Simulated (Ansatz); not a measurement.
GaN: equation of state with B3LYP5

The system is GaN.

```
Ga N
1.0
     0.00000    2.25350    2.25350
     2.25350    0.00000    2.25350
     2.25350    2.25350    0.00000
Ga N
1 1
Cartesian
  0.0000 0.0000 0.0000
  1.1268 1.1268 1.1268
```

The cell is a database's computed one.

| Item | Value |
| --- | --- |
| Program | Ansatz 0.2.0 |
| Task | equation of state |
| Functional | B3LYP5 |
| Potentials or basis | Ansatz PAW |
| Cutoff | 420 eV |
| Density cutoff | 1680 eV |
| k mesh | 5 × 5 × 5 |
| Occupations | fermi-dirac, width 0.05 eV |
| Spin | no spin polarisation |

- Equilibrium volume: 11.69 Å³/atom
- Bulk modulus: 184 GPa
- Pressure derivative of the bulk modulus: 4.3 (rough: it moves with the points fitted)

Energy against volume, from the lowest point:
| volume (Å³/atom) | energy (meV/atom) |
| --- | --- |
| 10.757 | 49.67 |
| 10.986 | 27.09 |
| 11.215 | 12.03 |
| 11.444 | 3.15 |
| 11.673 | 0.00 |
| 11.902 | 2.00 |
| 12.131 | 8.93 |

All runs of the series together: 49 s on 2 threads of AMD EPYC 7B13 (Zen 3), with other jobs on the host.

Caveat: the k mesh is coarse (spacing up to 0.48 Å⁻¹), so the values aren't converged, least of all with exact exchange; the potentials were made for another functional, which shifts forces and pressure.
